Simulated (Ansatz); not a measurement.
Fe₂Co: course of a relaxation

Theory: DFT PBE, scalar-relativistic, plane waves, PAW in Ansatz. Settings: 420 eV cutoff, 8×9×9 k-mesh, Gaussian smearing of 0.10 eV, collinear spin.

What was changed: 4 of 6 Co sites taken by Fe, cell and atoms relaxed.

Command:

```bash
ansatz run input.yaml --threads 1 --pin off --max-ram 2560MiB --backend cpu --events-out ev --progress --plain --runs-dir out
```

Input:

```yaml
crystal:
  lattice:
    - [0.0, 0.0, -4.2603514732]
    - [-3.7711806865, -2.1772921845, 0.0]
    - [0.0, 4.354584369, 0.0]
  atoms:
    - { symbol: Fe, position: [0.749998828, 0.3333333333, 0.3333333333], spin: 2.87 }
    - { symbol: Fe, position: [0.749998828, 0.6666666667, 0.0], spin: 2.87 }
    - { symbol: Fe, position: [0.749998828, 0.0, 0.6666666667], spin: 2.87 }
    - { symbol: Co, position: [0.250001172, 0.6666666667, 0.6666666667], spin: 1.86 }
    - { symbol: Fe, position: [0.250001172, 0.0, 0.3333333333], spin: 2.87 }
    - { symbol: Co, position: [0.250001172, 0.3333333333, 1.0], spin: 1.86 }
basis:
  ecutwfc: 420
kpoints:
  mp_grid: { grid: [8, 9, 9] }
hamiltonian:
  xc: pbe
scf:
  occupations: { method: gaussian, width: 0.1 }
output:
  forces: true
  stress: true
  eigenvalues: true
  populations: true
magnetization:
  spin_polarized: true
relax:
  adjacent_minimum: "off"
  f_tol: 0.015
  max_steps: 60
  cell: { stress_tol: 0.15 }
```

F is the free energy. Steps run on the plane waves of an earlier cell, but the last one, and at times one on the way, on a freshly chosen basis, so a repeated geometry can differ a little in energy.

Steps:

```tsv
step	F − F(1) (eV)	largest force component (eV/Å)	V (Å³/atom)	P (GPa)
1	0.0000	0.059	11.661	-0.75
2	-0.0043	0.036	11.637	-0.34
3	-0.0064	0.004	11.627	-0.08
4	-0.0065	0.001	11.617	0.06
5	-0.0063	0.001	11.617	0.06
```

Relaxed structure:

```cif
data_structure
_symmetry_space_group_name_H-M 'P 1'
_symmetry_Int_Tables_number 1
_cell_length_a 4.2909
_cell_length_b 4.3311
_cell_length_c 4.3311
_cell_angle_alpha 120.000
_cell_angle_beta 90.000
_cell_angle_gamma 90.000
_cell_volume 69.70
loop_
_atom_site_label
_atom_site_type_symbol
_atom_site_fract_x
_atom_site_fract_y
_atom_site_fract_z
_atom_site_occupancy
Fe1 Fe 0.75000 0.33434 0.33333 1
Fe2 Fe 0.75000 0.66566 0.99900 1
Fe3 Fe 0.75000 0.00000 0.66767 1
Co1 Co 0.25000 0.66667 0.66667 1
Fe4 Fe 0.25000 0.00000 0.33333 1
Co2 Co 0.25000 0.33333 0.00000 1
```

The structure is hexagonal, space group P-62m (No. 189). The conventional cell has a = 4.331 Å, b = 4.331 Å, c = 4.291 Å, α = 90.00°, β = 90.00°, γ = 120.00°. Fe (site symmetry m2m) has 8 Fe at 2.50 to 2.59 Å and 4 Co at 2.58 Å as nearest neighbours. Around Co (site symmetry -6) lie 3 Co at 2.50 Å and 9 Fe at 2.50 to 2.58 Å. Fe (site symmetry -62m) has 6 Co at 2.50 Å and 6 Fe at 2.59 Å as nearest neighbours.

The run converged. It took 5.6 min on 1 thread of Intel(R) Xeon(R) Platinum 8488C (Sapphire Rapids) (shared host), peak memory 0.75 GiB.